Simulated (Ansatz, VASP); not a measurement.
# One calculation of Si2W, two programs

```
CELL_PARAMETERS angstrom
-1.62805 1.62805 3.96647
1.62805 -1.62805 3.96647
1.62805 1.62805 -3.96647
ATOMIC_POSITIONS crystal
W 0.00000 0.00000 0.00000
Si 0.66530 0.66530 0.00000
Si 0.33470 0.33470 0.00000
```

Change from the starting cell: volume scaled by 1.04.

Alike in both runs: task single point; functional PBEsol; k mesh 12 × 12 × 12; occupations fermi-dirac, width 0.05 eV; no spin polarisation.

```csv
,VASP,Ansatz
version,VASP 6.6.1,Ansatz 0.2.0
potentials or method,"VASP PAW PBE potentials, release 64 (W_sv, Si)",Ansatz PAW
plane-wave cutoff (eV),520,420
valence electrons in the cell,22,22
```

Ansatz gave:

| Item | Value |
| --- | --- |
| gap on the k mesh at the Fermi level (eV) | none |
| pressure (GPa) | -10.1 |
| largest component of the traceless stress (GPa) | 0.33 |
| rms of the force components (eV/Å) | 0.036 |

**Question.** Estimate VASP's values.

**Answer.** gap on the k mesh at the Fermi level (eV): none; pressure (GPa): -9.8; largest component of the traceless stress (GPa): 0.36; rms of the force components (eV/Å): 0.035.

Atom by atom the forces differ by 0.002 eV/Å (rms over components). A gap of «none» marks a metal or a gap that the smearing closes. The functional is the same, so the differences come from potentials, cutoffs and numerics.

Caveats: the PAW data sets were made with another functional, which shifts forces and pressure a little (VASP); the PAW data sets come from PBE, with cores solved anew for the run's functional, which leaves a small shift of forces and pressure (Ansatz). Spin-orbit coupling is left out, which matters for the levels of W.
